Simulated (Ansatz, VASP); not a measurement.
# NaI: VASP beside Ansatz

File INCAR:

```
PREC = Accurate
ENCUT = 520
EDIFF = 1E-6
ISMEAR = -1
SIGMA = 0.02
LREAL = False
LASPH = True
NELM = 60
ALGO = Normal
ISIF = 2
LWAVE = False
LCHARG = False
GGA = CA
NBANDS = 14
```

Contents of KPOINTS:

```
regular mesh
0
Gamma
  8 8 8
```

The input POSCAR:

```
NaI
1.0
    0.0000000000      3.2578337372      3.2578337372
    3.2578337372      0.0000000000      3.2578337372
    3.2578337372      3.2578337372      0.0000000000
Na I
1 1
Direct
    0.0000000000      0.0000000000      0.0000000000
    0.5000000000      0.5000000000      0.5000000000
```

Input for Ansatz:

```yaml
crystal:
  lattice:
    - [0.0, 3.2578337372, 3.2578337372]
    - [3.2578337372, 0.0, 3.2578337372]
    - [3.2578337372, 3.2578337372, 0.0]
  atoms:
    - { symbol: Na, position: [0.0, 0.0, 0.0] }
    - { symbol: I, position: [0.5, 0.5, 0.5] }
kpoints:
  mp_grid: { grid: [8, 8, 8] }
  band_path:
    path:
      - [0.0, 0.0, 0.0]
      - [0.5, 0.0, 0.5]
      - [0.625, 0.25, 0.625]
      - [0.375, 0.375, 0.75]
      - [0.0, 0.0, 0.0]
      - [0.5, 0.5, 0.5]
      - [0.5, 0.25, 0.75]
      - [0.5, 0.0, 0.5]
    npoints: 5
scf:
  occupations: { method: fermi_dirac, width: 0.02 }
hamiltonian:
  xc: lda
  pseudopotentials: { kind: all_electron, lapw: { basis_error: 0.001 } }
output:
  forces: true
  stress: true
  eigenvalues: true
```

Change from the starting cell: volume scaled by 1.02.

Alike in both runs: task single point; functional LDA; k mesh 8 × 8 × 8; occupations fermi-dirac, width 0.02 eV; no spin polarisation.

|  | VASP | Ansatz |
| --- | --- | --- |
| version | VASP 6.6.1 | Ansatz 0.2.0 |
| potentials or method | VASP PAW LDA potentials, release 64 (Na_pv, I) | all-electron LAPW, scalar-relativistic |
| plane-wave cutoff (eV) | 520 | see its input |

```tsv
	VASP	Ansatz	Ansatz less VASP
gap on the k mesh at the Fermi level (eV)	3.29	3.28	-0.013
pressure (GPa)	-1.8	-1.9	-0.02
```

Ansatz ran all-electron here, so the differences hold the error of VASP's frozen core and of both bases.

Caveats: spin-orbit coupling is left out, which moves the levels of the heavy elements.
